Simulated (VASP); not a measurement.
# Te2Mo in VASP: reference runs

Aim: a first look at Te2Mo with PBE, on the cell as given and on a disturbed one.

All numbers are computed with VASP 6.6.1; they aren't measurements. Logs are shortened: lines on timing, memory, paths and dates and some standing lists are left out, and cuts for length are marked.

**1. The slab as given**

The cell holds a slab with vacuum, 6 atoms: a = 3.560 Å, b = 3.560 Å, c = 24.811 Å, α = 90.00°, β = 90.00°, γ = 120.00°.

**2. Single point, PBE**

Input file INCAR:

```
SYSTEM = Te2Mo
PREC = Accurate ; ENCUT = 520
EDIFF = 1E-7 ; ISMEAR = -1
SIGMA = 0.05 ; LREAL = .False.
LASPH = .True. ; NELM = 60
ALGO = Normal ; ISIF = 2
LWAVE = .False. ; LCHARG = .True.
GGA = PE ; LELF = .True.
LVHAR = .True. ; NBANDS = 35
```

Input file KPOINTS:

```
regular mesh
0
Gamma
  9 9 2
  0 0 0
```

Input file POSCAR:

```
Te2Mo
1.0
    3.5603917377      0.0000000000      0.0000000000
   -1.7801958688      3.0833896922      0.0000000000
    0.0000000000      0.0000000000     24.8112624000
Te Mo
4 2
Direct
    0.3333333333      0.6666666667      0.2236394800
    0.6666666667      0.3333333333      0.9206288600
    0.6666666667      0.3333333333      0.7763605200
    0.3333333333      0.6666666667      0.0793711400
    0.6666666667      0.3333333333      0.1515414900
    0.3333333333      0.6666666667      0.8484585100
```

Potentials or basis: VASP PAW PBE potentials, release 64 (Te, Mo_sv).

Command:

```console
$ cat potpaw_PBE.64/Te/POTCAR potpaw_PBE.64/Mo_sv/POTCAR > POTCAR
$ mpirun -np 1 vasp_std > vasp.out
```

OUTCAR:

```text
SYSTEM = Te2Mo
   PREC = Accurate
   ENCUT = 520
   EDIFF = 1E-7
   ISMEAR = -1
   LREAL = .False.
   LASPH = .True.
   NELM = 60
   ISIF = 2
   GGA = PE

 ion  position               nearest neighbor table
   1  0.333  0.667  0.224-   5 2.72   5 2.72   5 2.72   4 3.58
   2  0.667  0.333  0.921-   6 2.73   6 2.73   6 2.73   3 3.58
   3  0.667  0.333  0.776-   6 2.72   6 2.72   6 2.72   2 3.58
   4  0.333  0.667  0.079-   5 2.73   5 2.73   5 2.73   1 3.58
   5  0.667  0.333  0.152-   1 2.72   1 2.72   1 2.72   4 2.73   4 2.73   4 2.73
   6  0.333  0.667  0.848-   3 2.72   3 2.72   3 2.72   2 2.73   2 2.73   2 2.73

  LATTYP: Found a hexagonal cell.
 ALAT       =     3.5603917377
 C/A-ratio  =     6.9686889050

  Lattice vectors:

 A1 = (   3.5603917377,   0.0000000000,   0.0000000000)
 A2 = (  -1.7801958688,   3.0833896922,   0.0000000000)
 A3 = (   0.0000000000,   0.0000000000,  24.8112624000)

Analysis of symmetry for initial positions (statically):
=====================================================================
 Subroutine PRICEL returns:
 Original cell was already a primitive cell.

 Routine SETGRP: Setting up the symmetry group for a
 hexagonal supercell.

 Subroutine GETGRP returns: Found 12 space group operations
 (whereof 12 operations were pure point group operations)
 out of a pool of 24 trial point group operations.

The static configuration has the point symmetry D_3d.

Analysis of symmetry for dynamics (positions and initial velocities):
=====================================================================
 Subroutine PRICEL returns:
 Original cell was already a primitive cell.

 Routine SETGRP: Setting up the symmetry group for a
 hexagonal supercell.

 Subroutine GETGRP returns: Found 12 space group operations
 (whereof 12 operations were pure point group operations)
 out of a pool of 24 trial point group operations.

The dynamic configuration has the point symmetry D_3d.

 Subroutine INISYM returns: Found 12 space group operations
 (whereof 12 operations are pure point group operations),
 and found     1 'primitive' translations

----------------------------------------------------------------------------------------

                                     Primitive cell

  volume of cell :     272.3799

  direct lattice vectors                    reciprocal lattice vectors
     3.560391738  0.000000000  0.000000000     0.280867970  0.162159198  0.000000000
    -1.780195869  3.083389692  0.000000000     0.000000000  0.324318396  0.000000000
     0.000000000  0.000000000 24.811262400     0.000000000  0.000000000  0.040304277

  length of vectors
     3.560391738  3.560391738 24.811262400     0.324318396  0.324318396  0.040304277

  position of ions in fractional coordinates (direct lattice)
     0.333333333  0.666666667  0.223639480
     0.666666667  0.333333333  0.920628860
     0.666666667  0.333333333  0.776360520
     0.333333333  0.666666667  0.079371140
     0.666666667  0.333333333  0.151541490
     0.333333333  0.666666667  0.848458510

  ion indices of the primitive-cell ions
   primitive index   ion index
                 1           1
                 2           2
                 3           3
                 4           4
                 5           5
                 6           6

----------------------------------------------------------------------------------------

 KPOINTS: regular mesh

Automatic generation of k-mesh.
 Grid dimensions read from file:
 generate k-points for:    9    9    2

 Generating k-lattice:

  Cartesian coordinates                     Fractional coordinates (reciprocal lattice)
     0.031207552  0.018017689  0.000000000     0.111111111  0.000000000  0.000000000
     0.000000000  0.036035377  0.000000000     0.000000000  0.111111111  0.000000000
     0.000000000  0.000000000  0.020152139     0.000000000  0.000000000  0.500000000

  Length of vectors
     0.036035377  0.036035377  0.020152139

  Shift w.r.t. Gamma in fractional coordinates (k-lattice)
     0.000000000  0.000000000  0.000000000

 Subroutine IBZKPT returns following result:
 ===========================================

 Found     24 irreducible k-points:

 Following reciprocal coordinates:
            Coordinates               Weight
  0.000000  0.000000  0.000000      1.000000
  0.111111  0.000000  0.000000      6.000000
  0.222222  0.000000  0.000000      6.000000
  0.333333 -0.000000  0.000000      6.000000
  0.444444  0.000000  0.000000      6.000000
  0.111111  0.111111  0.000000      6.000000
[... 16 lines left out ...]
  0.333333  0.222222  0.500000     12.000000
  0.333333  0.333333  0.500000      2.000000
   k-points           NKPTS =     24   k-points in BZ     NKDIM =     24   number of bands    NBANDS=     35
   number of dos      NEDOS =    301   number of ions     NIONS =      6
   total plane-waves  NPLWV = 150528
   dimension x,y,z NGX =    28 NGY =   28 NGZ =  192
   dimension x,y,z NGXF=    56 NGYF=   56 NGZF=  384
   ions per type =               4   2
   NGX,Y,Z   is equivalent  to a cutoff of  13.07, 13.07, 12.86 a.u.
   NGXF,Y,Z  is equivalent  to a cutoff of  26.15, 26.15, 25.73 a.u.
 SYSTEM =  Te2Mo
   PREC   = accura    normal or accurate (medium, high low for compatibility)
   ISTART =      0    job   : 0-new  1-cont  2-samecut
   ICHARG =      2    charge: 1-file 2-atom 10-const
   ISPIN  =      1    spin polarized calculation?
   LNONCOLLINEAR =      F non collinear calculations
   LSORBIT =      F    spin-orbit coupling
   LASPH  =      T    aspherical Exc in radial PAW
   ENCUT  =  520.0 eV  38.22 Ry    6.18 a.u.   6.62  6.62 46.13*2*pi/ulx,y,z
   NELM   =     60;   NELMIN=  2; NELMDL= -5     # of ELM steps
   EDIFF  = 0.1E-06   stopping-criterion for ELM
   LREAL  =      F    real-space projection
   EDIFFG = 0.1E-05   stopping-criterion for IOM
   NSW    =      0    number of steps for IOM
   IBRION =     -1    ionic relax: 0-MD 1-quasi-New 2-CG
   NFREE  =      0    steps in history (QN), initial steepest desc. (CG)
   ISIF   =      2    stress and relaxation
   ISYM   =      2    0-nonsym 1-usesym 2-fastsym
   POTIM  = 0.5000    time-step for ionic-motion
   TEBEG  =    0.0;   TEEND  =   0.0 temperature during run
   PSTRESS=    0.0 pullay stress
   NELECT =      52.0000    total number of electrons
   NUPDOWN=      -1.0000    fix difference up-down
   EMIN   =  10.00;   EMAX   =-10.00  energy-range for DOS
   EFERMI =   0.00;   METHOD = LEGACY
   ISMEAR =    -1;   SIGMA  =   0.05  broadening in eV -4-tet -1-fermi 0-gaus
   EFERMI_NEDOS =   21; number of points for ismear=-14 and -15
   IALGO  =     38    algorithm
   IMIX   =      4    mixing-type and parameters
     AMIX     =   0.40;   BMIX     =  1.00
     AMIX_MAG =   1.60;   BMIX_MAG =  1.00
  volume/ion in A,a.u.               =      45.40       306.35
  Fermi-wavevector in a.u.,A,eV,Ry     =   0.942651  1.781352 12.090013  0.888591
  Thomas-Fermi vector in A             =   2.070281
   LORBIT       =      0    0 simple, 1 ext, 2 COOP (PROOUT), +10 PAW based schemes
   GGA     = PE    functional components
   LHFCALC =     F    Hartree Fock is set to
   AEXX    =    0.0000 exact exchange contribution
   IVDW    =     0    specifies the selected vdW correction
   LEPSILON=     F    determine dielectric tensor
   LRPA    =     F    only Hartree local field effects (RPA)
 non-spin polarized calculation
  energy-cutoff  :      520.00
  volume of cell :      272.38
 maximum number of plane-waves:      7424
 NGX is ok and might be reduce to    28
   NGX = 13   NGY = 13   NGZ = 93

 number of electron      52.0000000 magnetization

 Free energy of the ion-electron system (eV)
  ---------------------------------------------------
  ext. energy  EPLUGINS =         0.00000000
  ---------------------------------------------------
  free energy    TOTEN  =       -36.05331806 eV

  energy without entropy =      -36.05331401  energy(sigma->0) =      -36.05331604

 E-fermi :   2.6941     XC(G=0):  -6.3229

 val. band max:        2.1887655619   @ k =   0.3333   0.3333   0.0000
 cond. band min:       3.2134904131   @ k =   0.3333   0.3333   0.0000
 fundamental gap:      1.0247248512
 Fermi energy:         2.6941285730

 k-point     1 :       0.0000    0.0000    0.0000
  band No.  band energies     occupation
      1     -58.4995      2.00000
      2     -58.4995      2.00000
      3     -32.6441      2.00000
      4     -32.6441      2.00000
      5     -32.5508      2.00000
      6     -32.5508      2.00000
[... 27 lines left out ...]
     34       5.5443      0.00000
     35       6.4378      0.00000

 k-point     2 :       0.1111    0.0000    0.0000
  band No.  band energies     occupation
      1     -58.4985      2.00000
      2     -58.4985      2.00000
      3     -32.6411      2.00000
      4     -32.6411      2.00000
      5     -32.5643      2.00000
      6     -32.5643      2.00000
[... 27 lines left out ...]
     34       5.3949      0.00000
     35       6.6794      0.00000

 k-point     3 :       0.2222    0.0000    0.0000
  band No.  band energies     occupation
      1     -58.4960      2.00000
      2     -58.4960      2.00000
      3     -32.6336      2.00000
      4     -32.6336      2.00000
      5     -32.5983      2.00000
      6     -32.5983      2.00000
[... 27 lines left out ...]
     34       5.6710      0.00000
     35       7.2068      0.00000
[... 723 lines left out ...]
 k-point    23 :       0.3333    0.2222    0.5000
  band No.  band energies     occupation
      1     -58.4906      2.00000
      2     -58.4906      2.00000
      3     -32.6483      2.00000
      4     -32.6483      2.00000
      5     -32.6169      2.00000
      6     -32.6169      2.00000
[... 27 lines left out ...]
     34       6.1189      0.00000
     35       6.9577      0.00000

 k-point    24 :       0.3333    0.3333    0.5000
  band No.  band energies     occupation
      1     -58.4901      2.00000
      2     -58.4901      2.00000
      3     -32.6381      2.00000
      4     -32.6381      2.00000
      5     -32.6223      2.00000
      6     -32.6223      2.00000
[... 27 lines left out ...]
     34       6.1487      0.00000
     35       6.9731      0.00000

------------------------ aborting loop because EDIFF is reached ----------------------------------------

  FORCE on cell =-STRESS in cart. coord.  units (eV):
  Direction    XX          YY          ZZ          XY          YZ          ZX
  --------------------------------------------------------------------------------------
  -------------------------------------------------------------------------------------
  Total        0.4096427      0.4096427      1.7229613      0.0000000      0.0000000     -0.0000000
  in kB        2.4095769      2.4095769     10.1347033      0.0000000      0.0000000     -0.0000000
  external PRESSURE =       4.9846190 kB  Pullay stress =       0.0000000 kB

 VOLUME and BASIS-vectors are now :
 -----------------------------------------------------------------------------
  energy-cutoff  :      520.00
  volume of cell :      272.38
      direct lattice vectors                 reciprocal lattice vectors
     3.560391738  0.000000000  0.000000000     0.280867970  0.162159198  0.000000000
    -1.780195869  3.083389692  0.000000000     0.000000000  0.324318396  0.000000000
     0.000000000  0.000000000 24.811262400     0.000000000  0.000000000  0.040304277

 POSITION                                       TOTAL-FORCE (eV/Angst)
 -----------------------------------------------------------------------------------
     -0.00000      2.05559      5.54878         0.000000      0.000000      0.242154
      1.78020      1.02780     22.84196         0.000000     -0.000000      0.231801
      1.78020      1.02780     19.26248         0.000000      0.000000     -0.242154
     -0.00000      2.05559      1.96930         0.000000      0.000000     -0.231801
      1.78020      1.02780      3.75994        -0.000000      0.000000     -0.003874
     -0.00000      2.05559     21.05133         0.000000     -0.000000      0.003874
 -----------------------------------------------------------------------------------
    total drift:                                0.000000      0.000000      0.000000

  FREE ENERGIE OF THE ION-ELECTRON SYSTEM (eV)
  ---------------------------------------------------
  free  energy   TOTEN  =       -36.0533180592 eV

  energy  without entropy=      -36.0533140146  energy(sigma->0) =      -36.05331604
```

Run time: 4.7 min. Hardware: 1 thread of Intel Xeon 6975P-C (Granite Rapids), shared host; peak memory 0.47 GiB.

Results:

```
Free energy            : -36.0533 eV
Largest force          : 0.242 eV/Å
Band gap on the k mesh : 1.02 eV, direct
```

Forces in eV/Å, atoms in the order of the input:
```
Te   0.000  0.000  0.242
Te   0.000  0.000  0.232
Te   0.000  0.000 -0.242
Te   0.000  0.000 -0.232
Mo   0.000  0.000 -0.004
Mo   0.000  0.000  0.004
```

Caveat: spin-orbit coupling is left out, which moves the levels of the heavy elements.

**3. Single point, PBE (atoms moved at random, drawn with an rms of 0.05 Å)**

Input file INCAR:

```
SYSTEM = Te2Mo
  PREC = Accurate
  ENCUT = 520
  EDIFF = 1E-7
  ISMEAR = -1
  SIGMA = 0.05
  LREAL = .FALSE.
  LASPH = .TRUE.
  NELM = 100
  ALGO = Normal
  ISIF = 2
  LWAVE = .FALSE.
  LCHARG = .FALSE.
  GGA = PE
  NBANDS = 35
```

Input file KPOINTS:

```
regular mesh
0
G
  9 9 2
  0 0 0
```

Input file POSCAR:

```
Te2Mo
1.0
    3.5603917377      0.0000000000      0.0000000000
   -1.7801958688      3.0833896922      0.0000000000
    0.0000000000      0.0000000000     24.8112624000
Te Mo
4 2
Direct
    0.3455480000      0.6685730000      0.2241670000
    0.6682400000      0.3263220000      0.9208100000
    0.6577310000      0.3281830000      0.7756610000
    0.3361920000      0.6719710000      0.0774460000
    0.6749730000      0.3280590000      0.1541930000
    0.3240520000      0.6717840000      0.8469850000
```

Potentials or basis: VASP PAW PBE potentials, release 64 (Te, Mo_sv).

Command:

```console
$ cat potpaw_PBE.64/Te/POTCAR potpaw_PBE.64/Mo_sv/POTCAR > POTCAR
$ mpirun -np 1 vasp_std > vasp.out
```

Wall time 15 min (1 thread of Intel Xeon 6975P-C (Granite Rapids), shared host); peak memory 0.79 GiB.

It converged, with:

```
Free energy            : -35.9512 eV
Largest force          : 1.696 eV/Å
Band gap on the k mesh : 0.99 eV, direct
```

Forces in eV/Å, atoms in the order of the input:
```
Te   0.006 -0.177  0.767
Te  -0.356  0.227 -0.184
Te  -0.155  0.237 -0.436
Te   0.187 -0.171  0.885
Mo  -0.195  0.348 -1.648
Mo   0.512 -0.463  0.616
```

Levels at points of the mesh, in eV from the valence-band top:
| k point | band 23 | band 24 | band 25 | band 26 | band 27 | band 28 | band 29 | band 30 |
| --- | --- | --- | --- | --- | --- | --- | --- | --- |
| (0.00, 0.00, 0.00) | -0.81 | -0.73 | -0.48 | -0.25 | 2.77 | 2.84 | 2.97 | 3.10 |
| (0.00, 0.00, 0.50) | -0.81 | -0.73 | -0.48 | -0.25 | 2.77 | 2.84 | 2.97 | 3.10 |

Caveat: spin-orbit coupling is left out, which moves the levels of the heavy elements.
